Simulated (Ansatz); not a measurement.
The calculation used DFT PBE+D3(BJ), scalar-relativistic, plane waves, PAW in Ansatz. All cells share a 420 eV cutoff and Γ-centred k meshes spaced at most about 0.3 Å⁻¹ (2π included). No spin polarisation.

These are static total energies at zero pressure.

Compare these two cells of NaCl, each relaxed at this level.

A.

```xyz
4
Lattice="4.4837 0.0000 0.0000 -2.2419 3.8830 0.0000 0.0000 0.0000 7.8375" Properties=species:S:1:pos:R:3 pbc="T T T"
Na    2.2419    1.2943    5.8781
Na    0.0000    2.5887    1.9594
Cl    0.0000    0.0000    5.8781
Cl    0.0000    0.0000    1.9594
```

B.

```xyz
4
Lattice="4.5796 0.0000 0.0000 0.0000 5.5772 0.0000 -2.0934 0.0000 4.1423" Properties=species:S:1:pos:R:3 pbc="T T T"
Na    1.1510    4.1829    0.7155
Na    1.3351    1.3943    3.4268
Cl    1.3493    4.1829    3.4137
Cl    1.1369    1.3943    0.7286
```

Question: Which is lower in energy, and by how much?

Answer: B is lower, by 210 meV/atom. A has space group P6_3/mmc (No. 194), 34.1 Å³/atom and a gap of 3.94 eV on its mesh; B has space group P2_1/m (No. 11), 26.4 Å³/atom and a gap of 4.86 eV. Counting Cl atoms around Na (those within 1.25 times the shortest such distance or 1.15 times the sum of covalent radii), A has Na 3 and B has Na 5. In A, around Na lie 3 Cl at 2.59 Å; Cl has 3 Na at 2.59 Å. In B, Na has 5 Cl at 2.71–2.79 Å; around Cl lie 5 Na at 2.71–2.79 Å. Origin: A, invented; B, invented, then shaken at random and relaxed again. Shaken at random and relaxed again, A falls into B, 210 meV/atom lower, so it is a saddle point or a shallow minimum. The lowest form computed isn't among them: it has the rock salt type, space group Fm-3m (No. 225), 21.7 Å³/atom, is reached from a Materials Project cell and lies 76 meV/atom below the best shown. Checks on B: no imaginary mode on a 2×1×2 q mesh.

Kohn–Sham gaps at this level usually fall short of measured ones. Cells without such a test can be saddle points. Some candidate types were left out of the draw beforehand, so a known form may be missing.
